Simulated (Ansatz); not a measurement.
# Ta (Im-3m) in Ansatz: a series of runs

One crystal, Ta, is run at these levels: PBE, RPBE; tasks: band structure, elastic constants.

All numbers are computed with Ansatz 0.2.0; they aren't measurements. Logs are shortened: lines on timing, memory, paths and dates and some standing lists are left out, and cuts for length are marked.

## (1) Starting point

The structure is cubic, space group Im-3m (No. 229). The conventional cell has a = 3.303 Å, b = 3.303 Å, c = 3.303 Å, α = 90.00°, β = 90.00°, γ = 90.00°. Ta (site symmetry m-3m) is surrounded by 8 Ta at 2.86 Å.

## (2) Band structure, PBE

File input.yaml:

```yaml
crystal:
  lattice:
    - [-1.65128, 1.65128, 1.65128]
    - [1.65128, -1.65128, 1.65128]
    - [1.65128, 1.65128, -1.65128]
  atoms:
    - { symbol: Ta, position: [0.0, 0.0, 0.0] }
kpoints:
  mp_grid: { grid: [11, 11, 11] }
  band_path:
    path:
      - [0.0, 0.0, 0.0]
      - [0.5, -0.5, 0.5]
      - [0.0, 0.0, 0.5]
      - [0.0, 0.0, 0.0]
      - [0.25, 0.25, 0.25]
      - [0.5, -0.5, 0.5]
    npoints: 6
scf:
  occupations: { method: fermi_dirac, width: 0.05 }
hamiltonian:
  xc: pbe
  pseudopotentials: { kind: all_electron, lapw: { basis_error: 0.001 } }
output:
  forces: true
  stress: true
  eigenvalues: true
```

Potentials or basis: all-electron LAPW, scalar-relativistic.

The run is started by

```sh
$ ansatz run input.yaml --threads 1 --pin off --max-ram 3072MiB --backend cpu --events-out ev --progress --plain --runs-dir out
```

Output:

```text
Warning: RAYON_NUM_THREADS=1 ignored (pool sized by the plan → 1); use --threads N
LAPW: plane waves up to 8.288 Å⁻¹, error target 1.0e-3 eV per atom; small_component_spin mean_spin; Ta in spheres of 1.430 Å, 37 of its electrons in bands, Dirac shells [] (how accurate: hamiltonian.pseudopotentials.lapw.basis_error, Limitations)
Engine: ansatz 0.2.0, aarch64-unknown-linux-gnu
Pseudopotentials: kind: all_electron
Pseudopotential: Ta, LAPW, valence charge 37, lapw/all_electron/scalar/gaussian/Ta, Koelling and Harmon's equation, gaussian nucleus
Functional definition: PBE
  parameter kappa = 0.804
  parameter beta = 0.06672455060314922
  exchange = pbe_x(kappa = kappa, mu = beta*pi^2/3)
  correlation = pbe_c(beta = beta)
Crystal: 1 atoms, lattice volume = 18.010 Å³
Basis set: ecut = 261.74233129280054 eV, 177 PW (Γ), exchange–correlation at level 2
Bands: 23, of which v1, the nominal top of the filled ones, is band 19 counted from 1 (18 counted from 0)
Symmetry: 48 space group operations
Space group: Im-3m (ITA 229), of the structure as read, at distance tolerance 2.6e-5 Å
k-points: 56 of 1331
Non-local potential: Ta, projectors of the file, none
Initial density: superposition of atomic densities (chi_scale 0.1, normalization cell)
Initial wavefunctions: plane waves of lowest kinetic energy (no species holds an atomic orbital)
Functional: x = pbe(κ = 0.804, μ = 0.2195149727645171), c = pbe(β = 0.06672455060314922)
iter 1 solved again at ethr=2.14e-4 eV; its pass at ethr=1.00e-1 eV (dr2=7.90e-2 eV) is discarded
SCF iter   1: F=—  HF=-424569.248893 eV  |F-HF|=—  |Δ(HF+E_count)|=         —  Δρ=2.59e-2  dr2=7.95e-2  ethr=2.14e-4  ⟨swp⟩=3.0  Hψ=8165  notcnv=0
preconditioner: auto → Kerker (q_TF=auto, 3.076 Å⁻¹)  [metal: Δε(μ)=0.042 eV  Ē_g=24.528 eV  σ=0.050 eV  W_gap=0.20  n_scr=12 (ndim 8)  ℏωp=43.7 eV  f_vac=0.000  D(μ)=1.22/eV (n_scr^D=12)]
SCF iter   2: F=—  HF=-424569.127062 eV  |F-HF|=—  |Δ(HF+E_count)|=   1.22e-1  Δρ=1.33e-2  dr2=2.44e-2  ethr=2.14e-4  ⟨swp⟩=2.0  Hψ=4032  notcnv=0
SCF iter   3: F=—  HF=-424569.114927 eV  |F-HF|=—  |Δ(HF+E_count)|=   1.21e-2  Δρ=9.08e-3  dr2=1.30e-2  ethr=6.60e-5  ⟨swp⟩=2.0  Hψ=3786  notcnv=0
SCF iter   4: F=—  HF=-424569.110892 eV  |F-HF|=—  |Δ(HF+E_count)|=         —  Δρ=4.92e-3  dr2=4.60e-3  ethr=3.52e-5  ⟨swp⟩=2.0  Hψ=3785  notcnv=0
the basis was enlarged: its passes take 457.0 KiB over the memory plan, 1 of 1 planned eigensolver slots
iter 5 solved again at ethr=1.04e-6 eV; its pass at ethr=1.24e-5 eV (dr2=3.84e-4 eV) is discarded
SCF iter   5: F=—  HF=-424569.111458 eV  |F-HF|=—  |Δ(HF+E_count)|=   5.65e-4  Δρ=1.34e-3  dr2=3.84e-4  ethr=1.04e-6  ⟨swp⟩=2.0  Hψ=6371  notcnv=0
SCF iter   6: F=—  HF=-424569.111494 eV  |F-HF|=—  |Δ(HF+E_count)|=   3.68e-5  Δρ=3.07e-4  dr2=9.74e-6  ethr=1.04e-6  ⟨swp⟩=2.0  Hψ=3785  notcnv=0
SCF iter   7: F=—  HF=-424569.111496 eV  |F-HF|=—  |Δ(HF+E_count)|=   1.19e-6  Δρ=5.23e-5  dr2=2.53e-7  ethr=2.63e-8  ⟨swp⟩=2.0  Hψ=3785  notcnv=0
SCF iter   8: F=-424569.111496 eV  HF=-424569.111496 eV  |F-HF|=1.22e-9  |Δ(HF+E_count)|=   4.37e-8  Δρ=5.27e-6  dr2=1.57e-9  ethr=6.84e-10  ⟨swp⟩=2.3  Hψ=3808  notcnv=0
SCF 1 converged in 8 iterations: F = -424569.111496 eV  dr2 = 1.57e-9
NSCF: frozen V_eff on 31 k-points
SCF converged after 8 iterations
Free energy (F): -424569.111496 eV
Harris-Foulkes:  -424569.111496 eV  (|F-HF|=1.22e-9)
Internal energy: -424569.103176 eV  (E = F + TS)
E sigma→0 (E₀):  -424569.107336 eV
Entropy (-TS):   -0.008320 eV (-8.320 meV/atom)
Fermi energy:    24.803649 eV
--- Per-component energies (eV) ---
  E_band       = -1850.868738
  E_kinetic    = 473935.681069
  E_xc         = -8623.680081
  E_electrostatic = -889881.104164  (all electrons and nuclei)
  E_smearing   = -0.008320  (= −TS)
  E_closure    = 0.000000  (closes the sum)
  E_atoms      = -424559.369556  (free atoms, spherical and without spin; not in F)
  Σ components = -424569.111496   (vs F -424569.111496, Δ=0.00e0)
  Basis errors (estimates in eV, not in F): energy 2.5e-4 per atom: plane waves 2.2e-4 (1.1e-4 summed), levels above the bands 4.8e-87, relativity 6.7e-8, radial functions 3.8e-5, core shells 1.3e-6; eigenvalues (radial functions only) 2.0e-6; not estimated: angular momenta, meshes, grids; target (lapw.basis_error) 1.0e-3; muffin-tin radii Ta 1.430 Å
--- Forces (eV/Å), atoms counted from 1 ---
  atom   1  Ta    -0.00000000    -0.00000000    -0.00000000
  max |Σ_I F_I| component: 4.60e-31 eV/Å
--- Stress (GPa, compression-positive) ---
        2.532903      -0.000000       0.000000
       -0.000000       2.532903       0.000000
        0.000000       0.000000       2.532903
  P = ⅓ Tr σ = 2.5329 GPa (25.329 kbar)
--- Band table (eV; the first three rows and the last of 56) ---
  k-point 0: bands = ["-191.1480", "-191.1480", "-191.1304", "-191.1304", "-191.1304", "-42.2853", "-8.2310", "-8.2310", "-8.2310", "5.9487", "5.9487", "5.9487", "6.0005", "6.0005", "6.0005", "6.0516", "16.9057", "25.5389", "25.5389", "25.5389", "28.8124", "28.8124", "39.4015"]
  k-point 1: bands = ["-191.1480", "-191.1480", "-191.1304", "-191.1304", "-191.1304", "-42.2762", "-8.3320", "-8.2622", "-8.2316", "5.9503", "5.9522", "5.9526", "5.9970", "5.9993", "5.9995", "6.0468", "17.2698", "25.3054", "25.4593", "25.9002", "28.4639", "28.8151", "39.7167"]
  k-point 2: bands = ["-191.1480", "-191.1480", "-191.1304", "-191.1304", "-191.1304", "-42.2516", "-8.5957", "-8.3450", "-8.2331", "5.9539", "5.9617", "5.9629", "5.9883", "5.9943", "5.9973", "6.0360", "18.2563", "24.7401", "25.0817", "26.9529", "28.1130", "28.8709", "40.1615"]
  k-point 55: bands = ["-191.1480", "-191.1480", "-191.1303", "-191.1303", "-191.1303", "-42.0867", "-9.0530", "-9.0352", "-9.0352", "5.9426", "5.9655", "5.9670", "5.9670", "6.0161", "6.0169", "6.0169", "21.1027", "21.1447", "30.6284", "30.6284", "31.4489", "32.8106", "34.6252"]
```

Run time: 8.9 s. Hardware: 1 thread of Arm Neoverse V1, shared host; peak memory 0.27 GiB.

What came out:

```
Free energy             : -424569.1115 eV
Pressure                : 2.5 GPa
Band gap along the path : none (metal or under the smearing width)
```

Levels at the corners of the path, in eV from the Fermi level:
| point | band 14 | band 15 | band 16 | band 17 | band 18 | band 19 | band 20 | band 21 | band 22 | band 23 |
| --- | --- | --- | --- | --- | --- | --- | --- | --- | --- | --- |
| Γ | -18.80 | -18.80 | -18.75 | -7.90 | 0.74 | 0.74 | 0.74 | 4.01 | 4.01 | 14.60 |
| H | -18.79 | -18.79 | -18.79 | -3.80 | -3.80 | 6.84 | 6.84 | 6.84 | 8.61 | 8.61 |
| N | -18.80 | -18.80 | -18.78 | -4.37 | -1.54 | 1.60 | 3.89 | 4.92 | 7.81 | 11.71 |
| Γ | -18.80 | -18.80 | -18.75 | -7.90 | 0.74 | 0.74 | 0.74 | 4.01 | 4.01 | 14.60 |
| P | -18.81 | -18.81 | -18.81 | -1.22 | -1.22 | -1.22 | 5.10 | 5.10 | 7.09 | 12.80 |
| H | -18.79 | -18.79 | -18.79 | -3.80 | -3.80 | 6.84 | 6.84 | 6.84 | 8.61 | 8.61 |

Caveat: spin-orbit coupling is left out, which moves the levels of the heavy elements.

## (3) Band structure, RPBE

Edit input.yaml of step 2 so:

```diff
@@ -17,3 +17,3 @@
       - [0.5, -0.5, 0.5]
-    npoints: 6
+    npoints: 10
 scf:
@@ -21,3 +21,3 @@
 hamiltonian:
-  xc: pbe
+  xc: rpbe
   pseudopotentials: { kind: all_electron, lapw: { basis_error: 0.001 } }
```

Potentials or basis: all-electron LAPW, scalar-relativistic.

The run is started by

```sh
$ ansatz run input.yaml --threads 1 --pin off --max-ram 3072MiB --backend cpu --events-out ev --progress --plain --runs-dir out
```

Wall time 9.8 s (1 thread of Arm Neoverse V1, shared host); peak memory 0.27 GiB.

Results (log left out):

| Item | Value |
| --- | --- |
| Free energy | -424581.6592 eV |
| Pressure | 6.1 GPa |
| Band gap along the path | none (metal or under the smearing width) |

Levels at the corners of the path, in eV from the Fermi level:
```csv
point,band 16,band 17,band 18,band 19,band 20,band 21
Γ,-18.78,-7.90,0.75,0.75,0.75,4.03
H,-18.81,-3.79,-3.79,6.85,6.85,6.85
N,-18.81,-4.36,-1.53,1.56,3.92,4.95
Γ,-18.78,-7.90,0.75,0.75,0.75,4.03
P,-18.84,-1.23,-1.23,-1.23,5.13,5.13
H,-18.81,-3.79,-3.79,6.85,6.85,6.85
```

Caveat: spin-orbit coupling is left out, which moves the levels of the heavy elements.

## (4) Elastic constants, PBE

File input.yaml:

```yaml
crystal:
  lattice:
    - [-1.65128, 1.65128, 1.65128]
    - [1.65128, -1.65128, 1.65128]
    - [1.65128, 1.65128, -1.65128]
  atoms:
    - { symbol: Ta, position: [0.0, 0.0, 0.0] }
kpoints:
  mp_grid: { grid: [8, 8, 8] }
scf:
  occupations: { method: fermi_dirac, width: 0.05 }
hamiltonian:
  xc: pbe
  pseudopotentials: { kind: all_electron, lapw: { basis_error: 0.001 } }
output:
  forces: true
  stress: true
elastic:
  mode: relaxed_ion
  stencil: two_point
```

The run is started by

```sh
$ ansatz run input.yaml --threads 1 --pin off --max-ram 3072MiB --backend cpu --events-out ev --progress --plain --runs-dir out
```

Wall time 43 s (1 thread of Arm Neoverse V1, shared host); peak memory 0.33 GiB.

The run converged. Its results:

```
Free energy                     : -424569.1307 eV
Pressure                        : 1.0 GPa
Band gap on the k mesh          : none (metal or under the smearing width)
Elastic constants C11, C12, C44 : 276, 169, 112 GPa
Voigt bulk modulus              : 205 GPa
```

Levels at points of the mesh, in eV from the Fermi level:
```csv
k point,band 17,band 18,band 19,band 20,band 21,band 22,band 23,band 24,band 25,band 26
"(0.00, 0.00, 0.00)",-18.80,-18.80,-18.75,-7.92,0.72,0.72,0.72,3.99,3.99,14.57
"(0.00, 0.00, -0.50)",-18.80,-18.80,-18.78,-4.39,-1.55,1.57,3.88,4.91,7.80,11.68
"(-0.50, -0.50, -0.50)",-18.79,-18.79,-18.79,-3.82,-3.82,6.83,6.83,6.83,8.58,8.58
```

Elastic tensor in Voigt notation (GPa, in the Cartesian axes of the cell as first typed):
```
276 169 169   0   0   0
169 276 169   0   0   0
169 169 276   0   0   0
  0   0   0 112   0   0
  0   0   0   0 112   0
  0   0   0   0   0 112
```

Caveat: the k mesh is thin for a metal, which can move the energy by tens of meV per atom; a metal's response needs a denser mesh; elastic constants of metals need much finer meshes, so these are rough. The run has no spin-orbit coupling, so splittings on Ta are missing.

## (5) The runs side by side

| task | level | k mesh | cutoff (eV) | pressure (GPa) |
| --- | --- | --- | --- | --- |
| band structure | PBE | 11 × 11 × 11 | 262 | 2.5 |
| band structure | RPBE | 11 × 11 × 11 | 262 | 6.1 |
| elastic constants | PBE | 8 × 8 × 8 | 284 | 1.0 |

Alike in all rows: potentials or basis all-electron LAPW, scalar-relativistic; no spin polarisation; cell as given; smearing fermi-dirac 0.05 eV; basis error allowed 0.001 eV/atom.

The pressure there spans 1.0 GPa (PBE) to 6.1 GPa (RPBE); a positive pressure means that this level wants a larger cell, a negative one a smaller.

Caveats: spin-orbit coupling is left out, which moves the levels of the heavy elements (some runs); the k mesh is thin for a metal, which can move the energy by tens of meV per atom (some runs); a metal's response needs a denser mesh (some runs); elastic constants of metals need much finer meshes, so these are rough (some runs).

Compare energies only between runs with the same functional and basis.
